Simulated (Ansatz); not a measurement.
Input of an Ansatz 0.2.0 run:

File input.yaml:

```yaml
crystal:
  lattice:
    - [-1.9796595667, 1.9796595667, 1.9796595667]
    - [1.9796595667, -1.9796595667, 1.9796595667]
    - [1.9796595667, 1.9796595667, -1.9796595667]
  atoms:
    - { symbol: Pb, position: [0.0, 0.0, 0.0] }
hamiltonian:
  xc: pbe
  pseudopotentials: { kind: paw }
  dispersion: d3bj
kpoints:
  mp_grid: { grid: [9, 9, 9] }
scf:
  occupations: { method: fermi_dirac, width: 0.05 }
output:
  forces: true
  stress: true
  eigenvalues: true
relax:
  f_tol: 0.01
  max_steps: 40
  cell: { stress_tol: 0.05 }
```

Potentials or basis: Ansatz PAW.

Command:

```sh
$ ansatz run input.yaml --threads 2 --pin off --max-ram 5632MiB --backend cpu --events-out ev --progress --plain --runs-dir out
```

(1) Estimate the relaxed volume.

(2) Predict the space group after relaxing (to 0.05 Å).

## Answers

(1) 30.10 Å³/atom.

(2) Im-3m (No. 229).

Caveat: pairwise dispersion overbinds metals, which lowers pressure and volume.
